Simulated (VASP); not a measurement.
Data:

```yaml
crystal:
  lattice:
    - [1.35000, -2.33827, 0.00000]
    - [1.35000, 2.33827, 0.00000]
    - [0.00000, 0.00000, 4.38000]
  atoms:
    - { symbol: Be, position: [0.66667, 0.33333, 0.50000] }
    - { symbol: Be, position: [0.33333, 0.66667, 0.00000] }
    - { symbol: O, position: [0.66667, 0.33333, 0.87800] }
    - { symbol: O, position: [0.33333, 0.66667, 0.37800] }
```

Level of theory: PBE GGA, VASP's PBE PAW potentials (set 64) (plane waves; VASP 6.6.1). Run with 520 eV cut-off, 8×8×5 Γ-centred mesh, Gaussian smearing of 0.050 eV, potentials Be O.

### Question
Give the stress tensor in GPa (positive for a compressed cell).

### Answer

```
3.28  0.00  0.00
0.00  3.28  0.00
0.00  0.00  3.73
```
The pressure is its mean diagonal, 3.43 GPa.

The compound is BeO in the wurtzite structure. The cell was not relaxed at this level.
